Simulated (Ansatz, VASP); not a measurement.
## One calculation of Li2O, two programs

File INCAR:

```
  PREC = Accurate
  ENCUT = 520
  EDIFF = 1E-6
  ISMEAR = 0
  SIGMA = 0.01
  LREAL = F
  LASPH = T
  NELM = 60
  ALGO = Fast
  ISIF = 2
  LWAVE = F
  LCHARG = T
  GGA = PS
  LELF = T
  LVHAR = T
  NBANDS = 13
```

The input KPOINTS:

```
Automatic mesh
0
Gamma
  6 6 6
```

File POSCAR:

```
Li2O
1.0
    0.0000000000      2.2863684517      2.2863684517
    2.2863684517      0.0000000000      2.2863684517
    2.2863684517      2.2863684517      0.0000000000
O Li
1 2
Direct
    0.0000000000      0.0000000000      0.0000000000
    0.2500000000      0.2500000000      0.2500000000
    0.7500000000      0.7500000000      0.7500000000
```

Input for Ansatz:

```yaml
crystal:
  lattice:
    - [0.0, 2.2863684517, 2.2863684517]
    - [2.2863684517, 0.0, 2.2863684517]
    - [2.2863684517, 2.2863684517, 0.0]
  atoms:
    - { symbol: O, position: [0.0, 0.0, 0.0] }
    - { symbol: Li, position: [0.25, 0.25, 0.25] }
    - { symbol: Li, position: [0.75, 0.75, 0.75] }
kpoints:
  mp_grid: { grid: [6, 6, 6] }
hamiltonian:
  xc: pbesol
scf:
  occupations: { method: fixed }
  n_extra_bands: 4
output:
  forces: true
  stress: true
  eigenvalues: true
  write_density: true
  write_potential: true
  elf: true
  volumetric_format: npy
```

The cell was built by a generator and needn't be a form met in nature.

Alike in both runs: task single point; functional PBEsol; k mesh 6 × 6 × 6; no spin polarisation.

|  | VASP | Ansatz |
| --- | --- | --- |
| version | VASP 6.6.1 | Ansatz 0.2.0 |
| potentials or method | VASP PAW PBE potentials, release 64 (O, Li_sv) | plane waves, PAW |
| plane-wave cutoff (eV) | 520 | 420 |
| occupations | gaussian, width 0.01 eV | fixed |
| valence electrons in the cell | 12 | 12 |

```csv
,VASP,Ansatz,Ansatz less VASP
gap on the k mesh at the Fermi level (eV),4.87,4.89,+0.015
```

 A hybrid or GW would open this gap; PBEsol tends to underestimate it. A k mesh can miss the band edges.
